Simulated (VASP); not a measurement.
Input of a VASP 6.6.1 run:

File INCAR:

```
SYSTEM = CdI2
  PREC = Accurate
  ENCUT = 520
  EDIFF = 1E-7
  ISMEAR = -1
  SIGMA = 0.05
  LREAL = .FALSE.
  LASPH = .TRUE.
  NELM = 80
  ALGO = Normal
  ISIF = 2
  LWAVE = .FALSE.
  LCHARG = .FALSE.
  GGA = PE
  NBANDS = 20
```

The input KPOINTS:

```
Automatic mesh
0
G
  7 7 4
  0 0 0
```

File POSCAR:

```
CdI2
1.0
    4.2440000000      0.0000000000      0.0000000000
   -2.1220000000      3.6754118137      0.0000000000
    0.0000000000      0.0000000000      6.8590000000
I Cd
2 1
Direct
    0.6666666667      0.3333333333      0.7508000000
    0.3333333333      0.6666666667      0.2492000000
    0.0000000000      0.0000000000      0.0000000000
```

Potentials or basis: VASP PAW PBE potentials, release 64 (I, Cd).

Run with:

```bash
$ cat potpaw_PBE.64/I/POTCAR potpaw_PBE.64/Cd/POTCAR > POTCAR
$ mpirun -np 1 vasp_std > vasp.out
```

Task: Predict the largest force.

Result: 0.144 eV/Å.

Task: What does it give for the pressure?

Result: 2.0 GPa.

Task: Estimate the band gap on the k mesh.

Result: 2.41 eV, indirect (least direct gap 2.61 eV).

Forces on the atoms (eV/Å):
```
I    0.000  0.000 -0.144
I    0.000  0.000  0.144
Cd   0.000  0.000  0.000
```

Caveat: spin-orbit coupling is left out, which moves the levels of the heavy elements; an odd mesh through Γ misses points on the zone boundary, where band edges often lie; this functional lacks dispersion, which binds the layers, so the pressure and a relaxed spacing across them are unreliable.
